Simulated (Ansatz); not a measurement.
**Bi: computed properties**

The calculation used DFT PBE+D3(BJ), scalar-relativistic, plane waves, PAW in Ansatz 0.2.0.

Plane waves to 420 eV, a k mesh through Γ of 16×16×16 on the computed 1-atom cell and Gaussian smearing (0.10 eV); no spin polarisation.

The structure is relaxed at this level of theory with its symmetry kept. This bcc form isn't the element's structure at ambient conditions.

```cif
data_structure
_symmetry_space_group_name_H-M 'Im-3m'
_symmetry_Int_Tables_number 229
_cell_length_a 3.9189
_cell_length_b 3.9189
_cell_length_c 3.9189
_cell_angle_alpha 90.000
_cell_angle_beta 90.000
_cell_angle_gamma 90.000
_cell_volume 60.19
loop_
_atom_site_label
_atom_site_type_symbol
_atom_site_symmetry_multiplicity
_atom_site_Wyckoff_symbol
_atom_site_fract_x
_atom_site_fract_y
_atom_site_fract_z
_atom_site_occupancy
Bi1 Bi 2 a 0.00000 0.00000 0.00000 1
```

Q: Density of states at the Fermi level?

A: 0.65 states/eV per cell.

Q: Löwdin character within 0.5 eV of the Fermi level?

A: Bi 6p 93 %.

Q: Bulk modulus?

A: 58 GPa.

Q: Its pressure derivative?

A: 5.4.

Q: Bader charges (e)?

A: Bi (1 in the cell) 0.00.

Spin-orbit coupling is left out, which matters for the bands of heavy elements.

Cost: 9 runs of about 0.71 core-minutes in all, on Arm Neoverse V2 (shared hosts).